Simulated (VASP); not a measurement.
# Li (P6/mmm) in VASP: a series of runs

Aim: see how the results for Li move with the level of theory and the settings. Levels: PBE, PBEsol, revPBE+dDsC. Tasks: relaxation of cell and atoms, relaxation of the atoms.

Everything below comes from runs of VASP 6.6.1. Logs are shortened: lines on timing, memory, paths and dates and some standing lists are left out, and cuts for length are marked.

**1. Starting point**

The structure is hexagonal, space group P6/mmm (No. 191). Conventional cell: a = 2.936 Å, b = 2.936 Å, c = 2.715 Å, α = 90.00°, β = 90.00°, γ = 120.00°. Li (site symmetry 6/mmm) has 8 Li at 2.71 to 2.94 Å as nearest neighbours.

The cell was built by a generator and needn't be a form met in nature.

**2. Relaxation of cell and atoms, PBE**

File INCAR:

```
SYSTEM = Li
PREC = Accurate
ENCUT = 600
EDIFF = 1E-6
ISMEAR = 1
SIGMA = 0.2
LREAL = .FALSE.
LASPH = .TRUE.
NELM = 80
ALGO = Normal
ISIF = 3
LWAVE = .FALSE.
LCHARG = .FALSE.
GGA = PE
IBRION = 2
NSW = 40
EDIFFG = -0.01
```

File KPOINTS:

```
regular mesh
0
G
  10 10 10
  0 0 0
```

File POSCAR:

```
Li
1.0
    2.9357600000      0.0000000000      0.0000000000
   -1.4678800000      2.5424500000      0.0000000000
    0.0000000000      0.0000000000      2.7146800000
Li
1
Direct
    0.0000000000      0.0000000000      0.0000000000
```

Potentials or basis: VASP PAW PBE potentials, release 64 (Li_sv).

The run is started by

```console
cat potpaw_PBE.64/Li_sv/POTCAR > POTCAR
mpirun -np 1 vasp_std > vasp.out
```

OUTCAR:

```text
SYSTEM = Li
   PREC = Accurate
   ENCUT = 600
   EDIFF = 1E-6
   ISMEAR = 1
   LREAL = .FALSE.
   LASPH = .TRUE.
   NELM = 80
   ISIF = 3
   GGA = PE
   IBRION = 2
   NSW = 40
   EDIFFG = -0.01

 ion  position               nearest neighbor table
   1  0.000  0.000  0.000-

  LATTYP: Found a hexagonal cell.
 ALAT       =     2.9357600000
 C/A-ratio  =     0.9246941167

  Lattice vectors:

 A1 = (   2.9357600000,   0.0000000000,   0.0000000000)
 A2 = (  -1.4678800000,   2.5424500000,   0.0000000000)
 A3 = (   0.0000000000,   0.0000000000,   2.7146800000)

Analysis of symmetry for initial positions (statically):
=====================================================================
 Subroutine PRICEL returns:
 Original cell was already a primitive cell.

 Routine SETGRP: Setting up the symmetry group for a
 hexagonal supercell.

 Subroutine GETGRP returns: Found 24 space group operations
 (whereof 24 operations were pure point group operations)
 out of a pool of 24 trial point group operations.

The static configuration has the point symmetry D_6h.

Analysis of symmetry for dynamics (positions and initial velocities):
=====================================================================
 Subroutine PRICEL returns:
 Original cell was already a primitive cell.

 Routine SETGRP: Setting up the symmetry group for a
 hexagonal supercell.

 Subroutine GETGRP returns: Found 24 space group operations
 (whereof 24 operations were pure point group operations)
 out of a pool of 24 trial point group operations.

The dynamic configuration has the point symmetry D_6h.

 Subroutine INISYM returns: Found 24 space group operations
 (whereof 24 operations are pure point group operations),
 and found     1 'primitive' translations

----------------------------------------------------------------------------------------

                                     Primitive cell

  volume of cell :      20.2624

  direct lattice vectors                    reciprocal lattice vectors
     2.935760000  0.000000000  0.000000000     0.340627299  0.196660701  0.000000000
    -1.467880000  2.542450000  0.000000000     0.000000000  0.393321403  0.000000000
     0.000000000  0.000000000  2.714680000     0.000000000  0.000000000  0.368367542

  length of vectors
     2.935760000  2.935766288  2.714680000     0.393322245  0.393321403  0.368367542

[... 91 lines left out ...]
   EMIN   =  10.00;   EMAX   =-10.00  energy-range for DOS
   EFERMI =   0.00;   METHOD = LEGACY
   ISMEAR =     1;   SIGMA  =   0.20  broadening in eV -4-tet -1-fermi 0-gaus
   EFERMI_NEDOS =   21; number of points for ismear=-14 and -15
   IALGO  =     38    algorithm
   IMIX   =      4    mixing-type and parameters
     AMIX     =   0.40;   BMIX     =  1.00
     AMIX_MAG =   1.60;   BMIX_MAG =  1.00
  volume/ion in A,a.u.               =      20.26       136.74
  Fermi-wavevector in a.u.,A,eV,Ry     =   0.866067  1.636629 10.205344  0.750072
  Thomas-Fermi vector in A             =   1.984402
   LORBIT       =      0    0 simple, 1 ext, 2 COOP (PROOUT), +10 PAW based schemes
   GGA     = PE    functional components
   LHFCALC =     F    Hartree Fock is set to
   AEXX    =    0.0000 exact exchange contribution
   IVDW    =     0    specifies the selected vdW correction
   LEPSILON=     F    determine dielectric tensor
   LRPA    =     F    only Hartree local field effects (RPA)
 conjugate gradient relaxation of ions
 non-spin polarized calculation
 Methfessel and Paxton  Order N= 1 SIGMA  =   0.20
  energy-cutoff  :      600.00
  volume of cell :       20.26
 maximum number of plane-waves:       690
 NGX is ok and might be reduce to    24
   NGX = 11   NGY = 11   NGZ = 11

--------------------------------------- Ionic step        1  -------------------------------------------

 number of electron       3.0000006 magnetization

 Free energy of the ion-electron system (eV)
  ---------------------------------------------------
  ext. energy  EPLUGINS =         0.00000000
  ---------------------------------------------------
  free energy    TOTEN  =        -1.83694568 eV

  energy without entropy =       -1.83651901  energy(sigma->0) =       -1.83680346

------------------------ aborting loop because EDIFF is reached ----------------------------------------

  FORCE on cell =-STRESS in cart. coord.  units (eV):
  Direction    XX          YY          ZZ          XY          YZ          ZX
  --------------------------------------------------------------------------------------
  -------------------------------------------------------------------------------------
  Total        0.0350765      0.0350767     -0.1366676     -0.0000000     -0.0000000      0.0000000
  in kB        2.7735455      2.7735613    -10.8064855     -0.0000000     -0.0000000      0.0000000
  external PRESSURE =      -1.7531262 kB  Pullay stress =       0.0000000 kB
[... 162 lines left out ...]
--------------------------------------- Ionic step        6  -------------------------------------------

 number of electron       3.0000002 magnetization

 Free energy of the ion-electron system (eV)
  ---------------------------------------------------
  ext. energy  EPLUGINS =         0.00000000
  ---------------------------------------------------
  free energy    TOTEN  =        -1.83841268 eV

  energy without entropy =       -1.83949675  energy(sigma->0) =       -1.83877404

 E-fermi :   0.6209     XC(G=0):  -7.0871

 val. band max:        0.6198830493   @ k =   0.5000  -0.0000   0.1000
 cond. band min:       0.6842155776   @ k =   0.2000   0.2000   0.3000
 fundamental gap:      0.0643325282
 Fermi energy:         0.6209398347

 k-point     1 :       0.0000    0.0000    0.0000
  band No.  band energies     occupation
      1     -45.9903      2.00000
      2      -2.8881      2.00000
      3      13.5498      0.00000
      4      14.0609      0.00000
      5      14.0609      0.00000
[... 177 lines left out ...]
 k-point    24 :       0.4000    0.1000    0.1000
  band No.  band energies     occupation
      1     -45.9686      2.00000
      2       0.5458      1.58868
      3       3.8671     -0.00000
      4       9.0145      0.00000
      5      14.7795      0.00000

 [... further k-points ...]

------------------------ aborting loop because EDIFF is reached ----------------------------------------

  FORCE on cell =-STRESS in cart. coord.  units (eV):
  Direction    XX          YY          ZZ          XY          YZ          ZX
  --------------------------------------------------------------------------------------
  -------------------------------------------------------------------------------------
  Total        0.0002087      0.0002087     -0.0004828     -0.0000000      0.0000000      0.0000000
  in kB        0.0167947      0.0167948     -0.0388578     -0.0000000      0.0000000      0.0000000
  external PRESSURE =      -0.0017561 kB  Pullay stress =       0.0000000 kB
[... 16 lines left out ...]
  FREE ENERGIE OF THE ION-ELECTRON SYSTEM (eV)
  ---------------------------------------------------
  free  energy   TOTEN  =        -1.8384126847 eV

  energy  without entropy=       -1.8394967508  energy(sigma->0) =       -1.83877404

 reached required accuracy - stopping structural energy minimisation
```

OSZICAR:

```text
N       E                     dE             d eps       ncg     rms          rms(c)
DAV:   1     0.844975081188E+00    0.84498E+00   -0.76731E+02   855   0.452E+02
DAV:   2    -0.166511205805E+01   -0.25101E+01   -0.24435E+01  1170   0.620E+01
DAV:   3    -0.183414345977E+01   -0.16903E+00   -0.16754E+00  1085   0.108E+01
[... 41 lines left out ...]
DAV:   3    -0.183845428635E+01    0.21742E-04   -0.44724E-04  1635   0.148E-01    0.117E-01
DAV:   4    -0.183840279411E+01    0.51492E-04   -0.15497E-04  1600   0.916E-02    0.154E-03
DAV:   5    -0.183841018729E+01   -0.73932E-05   -0.23746E-06   815   0.191E-02    0.572E-04
DAV:   6    -0.183841225898E+01   -0.20717E-05   -0.77108E-08   440   0.327E-03    0.268E-04
DAV:   7    -0.183841268475E+01   -0.42577E-06   -0.21365E-08   420   0.197E-03
   6 F= -.18384127E+01 E0= -.18387740E+01  d E =-.649761E-04
```

Wall time 18 s (1 thread of Intel Xeon Platinum 8488C (Sapphire Rapids), shared host); peak memory 0.13 GiB.

Results:

| Item | Value |
| --- | --- |
| Free energy | -1.8384 eV |
| Relaxed volume | 19.91 Å³/atom |
| Relaxed cell | a = 2.939 Å, b = 2.939 Å, c = 2.660 Å, α = 90.00°, β = 90.00°, γ = 120.00° |
| Space group after relaxing (to 0.05 Å) | P6/mmm (No. 191) |
| Energy gained by relaxing | 1.5 meV/atom |
| Ionic steps | 6 |
| Pressure after relaxing | 0.0 GPa |
| Band gap on the k mesh | none (metal or under the smearing width) |

Step by step:
```
step  energy change (eV)  largest force (eV/Å)  pressure (GPa)  volume (Å³)
   1              0.0000                0.0000           -0.18        20.26
   2             -0.0008                0.0000           -0.15        20.20
   3             -0.0014                0.0000           -0.11        20.08
   4             -0.0014                0.0000           -0.11        20.09
   5             -0.0014                0.0000           -0.08        20.03
   6             -0.0015                0.0000            0.00        19.91
```

Final structure:
```
Li
1.0
     2.93948    0.00000    0.00000
    -1.46974    2.54568    0.00000
     0.00000    0.00000    2.66047
Li
1
Cartesian
  0.0000 0.0000 0.0000
```

Caveat: the cutoff is under 1.25 times the usual one of these potentials, so pressure, stress and relaxed cells hold a basis-set (Pulay) error.

**3. Relaxation of the atoms, PBEsol**

File INCAR:

```
  PREC = Accurate
  ENCUT = 520
  EDIFF = 1E-7
  ISMEAR = 1
  SIGMA = 0.2
  LREAL = F
  LASPH = T
  NELM = 60
  ALGO = Normal
  ISIF = 2
  LWAVE = F
  LCHARG = F
  GGA = PS
  IBRION = 2
  NSW = 40
  EDIFFG = -0.01
```

File KPOINTS:

```
regular mesh
0
Gamma
  10 10 10
```

POSCAR is that of step 2.

Potentials or basis: VASP PAW PBE potentials, release 64 (Li_sv).

The run is started by

```console
cat potpaw_PBE.64/Li_sv/POTCAR > POTCAR
mpirun -np 1 vasp_std > vasp.out
```

Run time: 6.1 s. Hardware: 1 thread of Intel Xeon Platinum 8488C (Sapphire Rapids), shared host; peak memory 0.12 GiB.

The run converged. Its results:

```
Free energy            : -1.8984 eV
Band gap on the k mesh : none (metal or under the smearing width)
```

Final structure:
```yaml
crystal:
  lattice:
    - [2.93576, 0.00000, 0.00000]
    - [-1.46788, 2.54245, 0.00000]
    - [0.00000, 0.00000, 2.71468]
  atoms:
    - { symbol: Li, position: [0.00000, 0.00000, 0.00000] }
```

Levels at points of the mesh, in eV from the Fermi level:
```csv
k point,band 1,band 2,band 3,band 4,band 5
"(0.00, 0.00, 0.00)",-46.03,-3.50,12.27,13.56,13.56
"(0.50, 0.00, 0.00)",-46.01,-0.17,2.81,9.63,13.41
"(0.00, 0.00, 0.50)",-46.01,-0.64,2.07,16.20,16.20
"(0.50, 0.00, 0.50)",-45.99,3.74,4.04,6.34,8.88
```

Caveat: the cutoff is under 1.25 times the usual one of these potentials, so pressure, stress and relaxed cells hold a basis-set (Pulay) error; the relaxation stopped at its first step, so nothing moved; the PAW data sets were made with another functional, which shifts forces and pressure a little.

**4. Relaxation of cell and atoms, revPBE+dDsC (cell strained at random at fixed volume)**

File INCAR:

```
SYSTEM = Li
PREC = Accurate
ENCUT = 600
EDIFF = 1E-6
ISMEAR = 0
SIGMA = 0.01
LREAL = .False.
LASPH = .True.
NELM = 60
ALGO = Normal
ISIF = 3
LWAVE = .False.
LCHARG = .False.
GGA = RE
IVDW = 4
IBRION = 2
NSW = 60
EDIFFG = -0.01
```

File KPOINTS:

```
regular mesh
0
Gamma
  10 10 10
  0 0 0
```

File POSCAR:

```
Li
1.0
    2.8904960000      0.0273820000     -0.0324920000
   -1.4215340000      2.5646200000      0.0134080000
   -0.0300450000     -0.0030300000      2.7194190000
Li
1
Cartesian
   -0.1329831319     -0.1350395237     -0.0006475739
```

The run is started by

```console
cat potpaw_PBE.64/Li_sv/POTCAR > POTCAR
mpirun -np 1 vasp_std > vasp.out
```

Wall time 2 min (1 thread of Intel Xeon Platinum 8488C (Sapphire Rapids), shared host); peak memory 0.17 GiB.

The run converged. Its results:

```
Free energy                            : -1.8263 eV
Relaxed volume                         : 19.64 Å³/atom
Relaxed cell                           : a = 2.918 Å, b = 2.913 Å, c = 2.645 Å, α = 89.43°, β = 91.44°, γ = 119.10°
Space group after relaxing (to 0.05 Å) : C2/m (No. 12)
Energy gained by relaxing              : 3.1 meV/atom
Ionic steps                            : 7
Pressure after relaxing                : 0.0 GPa
Band gap on the k mesh                 : none (metal or under the smearing width)
Dispersion energy per atom             : -0.088 eV
```

Stress tensor (GPa, compression positive):
```
-0.03 -0.07  0.01
-0.07 -0.03 -0.02
 0.01 -0.02  0.04
```

Step by step:
| step | energy change (eV) | largest force (eV/Å) | pressure (GPa) | volume (Å³) |
| --- | --- | --- | --- | --- |
| 1 | 0.0000 | 0.0000 | -0.32 | 20.26 |
| 2 | -0.0015 | 0.0000 | -0.27 | 20.14 |
| 3 | -0.0024 | 0.0000 | -0.22 | 20.00 |
| 4 | -0.0011 | 0.0000 | -0.07 | 19.70 |
| 5 | -0.0025 | 0.0000 | -0.19 | 19.92 |
| 6 | -0.0028 | 0.0000 | -0.11 | 19.80 |
| 7 | -0.0031 | 0.0000 | 0.00 | 19.64 |

Final structure:
```xyz
1
Lattice="2.9177 0.0241 -0.0357 -1.4375 2.5337 0.0141 -0.0342 -0.0039 2.6450" Properties=species:S:1:pos:R:3 pbc="T T T"
Li    1.3119    2.4207    2.6230
```

Levels at points of the mesh, in eV from the Fermi level:
```
           k point  band 1  band 2  band 3  band 4  band 5
(0.00, 0.00, 0.00)  -46.73   -3.53   13.26   13.61   13.88
(0.50, 0.00, 0.00)  -46.71   -0.23    2.79    9.90   13.70
(0.00, 0.50, 0.00)  -46.71   -0.22    2.80    9.85   13.66
(0.50, 0.50, 0.00)  -46.71   -0.12    2.95    9.45   13.31
(0.00, 0.00, 0.50)  -46.70   -0.53    2.39   16.57   16.82
(0.50, 0.00, 0.50)  -46.68    3.84    4.29    6.42    9.23
(0.00, 0.50, 0.50)  -46.68    4.02    4.14    6.45    9.22
(0.50, 0.50, 0.50)  -46.68    3.99    4.42    6.56    9.33
```

Caveat: the cutoff is under 1.25 times the usual one of these potentials, so pressure, stress and relaxed cells hold a basis-set (Pulay) error; the PAW data sets were made with another functional, which shifts forces and pressure a little; pairwise dispersion overbinds metals, which lowers pressure and volume.

**5. The reference run**

An earlier run on the cell as given: functional PBE; potentials or basis VASP PAW PBE potentials, release 64 (Li_sv); cutoff 520 eV; k mesh 10 × 10 × 10; occupations fermi-dirac, width 0.05 eV; no spin polarisation.

* Band gap on the k mesh: none (metal or under the smearing width)

**6. The runs side by side**

```csv
task,level,cell,cutoff (eV),smearing,gap on the mesh (eV),pressure (GPa),relaxed volume (Å³/atom)
relaxation of cell and atoms,PBE,relaxed,600,methfessel-paxton 0.2 eV,none,0.0,19.91
relaxation of the atoms,PBEsol,atoms relaxed,520,methfessel-paxton 0.2 eV,none,-,-
relaxation of cell and atoms,revPBE+dDsC,relaxed from: cell strained at random at fixed volume,600,gaussian 0.01 eV,none,0.0,19.64
single point,PBE,as given,520,fermi-dirac 0.05 eV,none,-,-
```

Alike in all rows: potentials or basis VASP PAW PBE potentials, release 64 (Li_sv); no spin polarisation; k mesh 10 × 10 × 10.

Caveats: the cutoff is under 1.25 times the usual one of these potentials, so pressure, stress and relaxed cells hold a basis-set (Pulay) error; the PAW data sets were made with another functional, which shifts forces and pressure a little (some runs); the relaxation stopped at its first step, so nothing moved (some runs); pairwise dispersion overbinds metals, which lowers pressure and volume (some runs).

Absolute energies hang on the potentials; compare differences alone.
